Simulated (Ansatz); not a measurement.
Write a Python script for the Python package of Ansatz (0.2.0) that makes a projected density of states of CdS, space group P3m1. Settings: r2SCAN, PAW, cutoff 530 eV, 6×6×4 k-points, fixed occupations.

```xyz
2
Lattice="4.2612 0.0000 0.0000 -2.1306 3.6903 0.0000 0.0000 0.0000 5.8042" Properties=species:S:1:pos:R:3 pbc="T T T"
Cd    0.0000    0.0000    2.5695
S     2.1306    1.2301    2.5208
```

The script, `cds.py`:
```python
"""Projected density of states of CdS."""

from dataclasses import dataclass

import ansatz as az
import numpy as np


@dataclass
class Options:
    kmesh: tuple[int, ...] = (6, 6, 4)
    ecut: int = 530
    smearing: str = "Fixed"
    extra_bands: int = 10


opts = Options()

system = (
    az.Lattice.of([4.26117, 0.0, 0.0], [-2.130585, 3.690281, 0.0], [0.0, 0.0, 5.804173])
    .atom("Cd", [0.0, 0.0, 0.442692])
    .atom("S", [2 / 3, 1 / 3, 0.434308])
)

setup = (
    system.calculation()
    .kpoints(*opts.kmesh)
    .basis(opts.ecut)
    .occupations(opts.smearing)
    .functional(az.Functional.R2SCAN)
    .scf(extra_bands=opts.extra_bands)
    .density_of_states(projected=True, method="smearing", broadening_width=0.15, energy_step=0.1)
)
def show(event):
    row = event["data"]
    if event["event"] == "scf_iter" and row.get("harris_foulkes_ev") is not None:
        print(f"  iteration {row['iter']:3d}  Harris-Foulkes {row['harris_foulkes_ev']:.5f} eV  residual {row['dr2_ev']:.2e}")


outcome = setup.session().plan().execute(on_event=show)
rep = outcome.report

dos = outcome.density_of_states()
energy = np.asarray(dos.energies_ev) - dos.fermi_ev
curves = {}
for site in outcome.projected_density_of_states().sites:
    for shell in site.shells:
        weight = sum(np.sum(curve.g_bin_mean_per_ev, axis=0) for curve in shell.curves)
        name = f"{site.species} {shell.label}"
        curves[name] = curves.get(name, 0) + weight

step = energy[1] - energy[0]
windows = [(-10, -5), (-5, 0), (0, 4)]
print("states by shell in windows of E - E_F (eV):", windows)
for name, g in curves.items():
    print(f"{name:8s}", " ".join(f"{step * g[(energy >= a) & (energy < b)].sum():8.3f}" for a, b in windows))
filled = (energy < 0) & (energy > -10)
for name, g in curves.items():
    if g[filled].sum() * step > 0.5:
        print(f"centre of {name}: {np.average(energy[filled], weights=g[filled]):.2f} eV")
```

Running `python cds.py` prints:
```text
  iteration   1  Harris-Foulkes -9174.93628 eV  residual 1.21e-02
  iteration   2  Harris-Foulkes -9174.94594 eV  residual 2.34e-03
  iteration   3  Harris-Foulkes -9174.94704 eV  residual 3.56e-04
  iteration   4  Harris-Foulkes -9174.94719 eV  residual 1.10e-05
  iteration   5  Harris-Foulkes -9174.94720 eV  residual 1.72e-06
  iteration   6  Harris-Foulkes -9174.94721 eV  residual 5.46e-08
states by shell in windows of E - E_F (eV): [(-10, -5), (-5, 0), (0, 4)]
Cd 4S       0.000    0.002    0.000
Cd 5S       0.043    0.535    0.358
Cd 4P       0.001    0.009    0.000
Cd 4D       9.529    0.251    0.008
S 3S        0.150    0.059    0.070
S 3P        0.267    4.947    0.146
centre of Cd 5S: -3.23 eV
centre of Cd 4D: -7.34 eV
centre of S 3P: -1.67 eV
```

Caveats:
- Total energies depend on the potentials; only differences at equal settings carry meaning. A total without «per atom» is that of the cell as typed.
- Semilocal gaps usually lie well under measured ones.
- With fixed filling the reported Fermi level is the top filled level among the k-points of the SCF.
- The crystal has a gap of about 1.91 eV on the mesh; any density of states at or just above the Fermi level is the tail of the broadening.
- The structure comes from a database of computed cells and needn't be a stable or known phase.
- Curves are summed over the cell's atoms. Only shells that the potentials hold have channels, so projections don't add up to the total, least of all where a shell is missing (p of most metals); heights and places of peaks move with the mesh.
- The density of states is complete only as far up as bands were computed.
- A band centre counts only the states inside the window taken.
- Wall time of the script: 9.6 s on 1 thread of Intel(R) Xeon(R) Processor @ 2.30GHz (shared host), peak memory 0.68 GiB.
